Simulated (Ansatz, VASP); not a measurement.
# Two plane-wave programs on Li

```
Li
1.0
     2.87958    0.00000    0.00000
    -0.95986    2.71489    0.00000
     0.00000    0.00000   18.70233
Li
3
Direct
  0.50000 0.50000 0.37428
  0.00000 0.00000 0.49745
  0.50000 0.50000 0.62019
```

Alike in both runs: functional PBE; dispersion D3(BJ); k mesh 11 × 11 × 1; occupations gaussian, width 0.1 eV; no spin polarisation.

Ansatz relaxed the structure, and its values are those at the end. VASP's run is a single point on that final structure, the one shown.

```csv
,VASP,Ansatz
version,VASP 6.6.1,Ansatz 0.2.0
potentials or method,"VASP PAW PBE potentials, release 64 (Li_sv)","scalar-relativistic, plane waves, PAW"
plane-wave cutoff (eV),520,420
valence electrons in the cell,9,9
```

```tsv
	VASP	Ansatz	Ansatz less VASP
gap on the k mesh at the Fermi level (eV)	none	none	-
rms of the force components (eV/Å)	0.004	0.004	-0.0004
```

A gap of «none» marks a metal or a gap that the smearing closes.
